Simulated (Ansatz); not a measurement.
The geometry is COD entry 1541193, unchecked; take it as a test cell.

A run on AlFe: DFT, PBE, all-electron LAPW, scalar-relativistic (Ansatz 0.2.0). The input:

```yaml
crystal:
  lattice:
    - [2.91, 0.0, 0.0]
    - [0.0, 2.91, 0.0]
    - [0.0, 0.0, 2.91]
  atoms:
    - { symbol: Al, position: [0.0, 0.0, 0.0] }
    - { symbol: Fe, position: [0.5, 0.5, 0.5], spin: 3.0 }
magnetization:
  spin_polarized: true
kpoints:
  mp_grid: { grid: [12, 12, 12] }
scf:
  occupations: { method: fermi_dirac, width: 0.05 }
hamiltonian:
  xc: pbe
  pseudopotentials:
    kind: all_electron
    lapw: { basis_error: 0.0005, muffin_tin_radii: { Fe: 1.411, Al: 1.411 } }
output:
  forces: true
  stress: true
  eigenvalues: true
```

**Question.** Is the run sound, and if not, why?

**Answer.** No. The input was rejected before any iteration. The typed spheres overlap: twice 1.411 Å exceeds the shortest distance, 2.520 Å; smaller radii, or none typed, cure it. It says:
```
Error: `kind: all_electron` solves this crystal on LAPW (the input types lapw, or this build lists no dataset of some species for it), and no LAPW basis is found for it: the given muffin-tin radii of Al and Fe, or the smallest supported ones, add up to 2.822 Å, and 2.520 Å are free between these atoms; give smaller radii, or leave one out; where each species has a listed dataset, leave lapw and dirac_shells out and run without spin–orbit coupling, or set another kind (and leave the keys of all_electron out)
```
 The same cell converged in the base run, which differs by not having this change: all sphere radii typed as 1.411 A.
